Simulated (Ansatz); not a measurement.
Input of an Ansatz 0.2.0 run:

Contents of input.yaml:

```yaml
crystal:
  lattice:
    - [2.9838607981, -2.98289387, 0.0]
    - [2.9838607981, 2.98289387, 0.0]
    - [-1.0986781904, 0.0, 11.1678408944]
  atoms:
    - { symbol: Pb, position: [0.77363462, 0.77363462, 0.62778899] }
    - { symbol: Pb, position: [0.22636538, 0.22636538, 0.37221101] }
    - { symbol: S, position: [0.27048795, 0.27048795, 0.61026762] }
    - { symbol: S, position: [0.72951205, 0.72951205, 0.38973238] }
hamiltonian:
  xc: pbe
  pseudopotentials: { kind: paw }
kpoints:
  mp_grid: { grid: [6, 6, 3] }
scf:
  occupations: { method: fermi_dirac, width: 0.05 }
output:
  forces: true
  stress: true
  eigenvalues: true
```

Potentials or basis: Ansatz PAW.

Launch:

```console
$ ansatz run input.yaml --threads 2 --pin off --max-ram 5120MiB --backend cpu --events-out ev --progress --plain --runs-dir out
```

Estimate the largest force.

0.187 eV/Å.

Predict the band gap on the k mesh.

2.02 eV, indirect (least direct gap 2.10 eV).

Forces on the atoms (eV/Å):
```
Pb   0.000  0.000  0.128
Pb   0.000  0.000 -0.128
S   -0.003  0.000  0.187
S    0.003  0.000 -0.187
```

Caveat: odd divisions of the mesh miss points on the zone boundary, where band edges often lie, so the gap on the mesh can be too wide; spin-orbit coupling is left out, which as a rule narrows the gap of such compounds by several tenths of an eV.
